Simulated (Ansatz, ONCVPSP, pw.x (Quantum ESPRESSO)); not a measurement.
pw.x on fcc Cl: one setting changed

Potential: optimised norm-conserving Vanderbilt (ONCV), ONCVPSP 4.0.1.1 (patched build), PBE; core [Ne], reference 3s2 3p5; waves: 3s: rc 1.30 bohr, ncon 5, nbas 10, qcut 6.2 1/bohr, 2 projectors, debl 2 Ha; 3p: rc 1.30 bohr, ncon 4, nbas 8, qcut 6.9 1/bohr, 2 projectors, debl 1.1 Ha; d scattering state at 0.38 Ha: rc 1.25 bohr, ncon 4, nbas 8, qcut 9.2 1/bohr, 3 projectors, debl 3.7 Ha; local part: polynomial inside 1.10 bohr (lpopt 3, dvloc0 0 Ha); core correction: polynomial model core, fcfact 0.2.

The reference run (k-mesh 13³, cutoffs 50/200 Ry, Fermi–Dirac 0.01 Ry, mixing_beta 0.4, conv_thr 1e-9, no spin) gives -0.03 GPa at 21.767 Å³/atom, where all-electron LAPW gives -0.06 GPa. This run, with its own iteration cap, changes nosym to true.

```
&control
  calculation='scf', prefix='x', pseudo_dir='./', outdir='./tmp', tstress=.true., disk_io='none'
/
&system
  ibrav=0, nat=1, ntyp=1, ecutwfc=50, ecutrho=200, nbnd=11,
  occupations='smearing', smearing='fd', degauss=0.01, nosym=.true.
/
&electrons
  conv_thr=1e-09, mixing_beta=0.4, electron_maxstep=60
/
ATOMIC_SPECIES
Cl 1.0 Cl.UPF
CELL_PARAMETERS angstrom
  0.00000000 2.21610089 2.21610089
  2.21610089 0.00000000 2.21610089
  2.21610089 2.21610089 0.00000000
ATOMIC_POSITIONS crystal
Cl 0.0000 0.0000 0.0000
K_POINTS automatic
13 13 13 0 0 0
```

```bash
pw.x < Cl.scf.in > Cl.scf.out
```

How does the run end?

It converges in 5 iterations; the free energy moves by +0.0 meV/atom and the pressure by +0.00 GPa. The result is that of the reference run.

```
lattice parameter (alat)  =       5.9225  a.u.
     unit-cell volume          =     146.8910 (a.u.)^3
     number of electrons       =         7.00
     number of Kohn-Sham states=           11
     kinetic-energy cutoff     =      50.0000  Ry
     charge density cutoff     =     200.0000  Ry
     scf convergence threshold =      1.0E-09
     Exchange-correlation= PBE
     number of k points=  1099  Fermi-Dirac smearing, width (Ry)=  0.0100
     iteration #  1     ecut=    50.00 Ry     beta= 0.40
     c_bands:  1 eigenvalues not converged
     c_bands:  1 eigenvalues not converged
     total energy              =     -33.56204586 Ry
     estimated scf accuracy    <       0.00017933 Ry
     iteration #  2     ecut=    50.00 Ry     beta= 0.40
     total energy              =     -33.56206554 Ry
     estimated scf accuracy    <       0.00003135 Ry
     iteration #  3     ecut=    50.00 Ry     beta= 0.40
     total energy              =     -33.56207360 Ry
     estimated scf accuracy    <       0.00000139 Ry
     iteration #  4     ecut=    50.00 Ry     beta= 0.40
     total energy              =     -33.56207399 Ry
     estimated scf accuracy    <       0.00000003 Ry
     iteration #  5     ecut=    50.00 Ry     beta= 0.40
     the Fermi energy is     2.8289 ev
!    total energy              =     -33.56207400 Ry
     estimated scf accuracy    <          6.8E-10 Ry
     smearing contrib. (-TS)   =      -0.00832428 Ry
     The total energy is F=E-TS. E is the sum of the following terms:
     one-electron contribution =      -0.65037054 Ry
     hartree contribution      =       3.57317649 Ry
     xc contribution           =      -9.65376468 Ry
     ewald contribution        =     -26.82279099 Ry
     convergence has been achieved in   5 iterations
          total   stress  (Ry/bohr**3)                   (kbar)     P=       -0.31
     Message from routine punch:
     Nothing written, as per user request (disk_io='none')
```

The run took about 4 min on one core of a shared host (Neoverse-N1, 64 threads, 124 GiB, load 59).
